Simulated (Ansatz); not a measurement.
## SiO$_{2}$: pressure against volume

SiO$_{2}$, I-42d, a = 5.027 Å, c = 7.379 Å. This isn't the usual stable structure of the compound. Ansatz: PBE, PAW, 420 eV, Γ-centred 6×6×6 mesh on 6 atoms, Gaussian smearing 0.02 eV; no spin polarisation. Shape and atoms are relaxed at each volume; pressure is positive in compression.

```
V (Å³/atom) P (GPa)
     13.673     3.60
     14.139     2.58
     14.605     1.65
     15.071     0.83
     15.537     0.01
     16.003    -0.68
     16.470        ?
     17.091    -2.14
```

Problem. Take V0 = 15.537 Å³/atom, count pressures from its P0 = 0.01 GPa, fit the third-order Birch–Murnaghan form to the other rows, and predict the missing pressure.

Solution. With the Eulerian strain f = ½[(V0/V)^(2/3) − 1] and y = (P − P0)/[3f(1 + 2f)^(5/2)], the form is the line y = B0 + 1.5 B0 (B0′ − 4) f. Rows (f, y): 0.04447, 21.75; 0.03244, 22.57; 0.02105, 23.43; 0.01025, 25.35; -0.00975, 24.78; -0.03079, 27.28. Means f = 0.01128, y = 24.193; Σ(Δf)² = 0.003858, ΣΔfΔy = -0.2663; the slope is their ratio. y = 24.97 − 69.02 f GPa, so B0 = 25.0 GPa and B0′ = 4 + 2 × (-69.02)/(3 × 24.97) = 2.16. At V = 16.470, f = -0.01907, y = 26.286 and P = -1.35 GPa. The run gave -1.30 GPa, so the fit is 0.05 GPa too low, 0.87 % of the span of the series, against an rms of 0.02 GPa on the fitted rows. A fourth-order term fitted to the same rows gives P = -1.35 GPa at this row's volume (the line -1.35, the run -1.30), no gain: a miss of a few hundredths of a GPa is within the numerical scatter of the pressures, which also shows in y.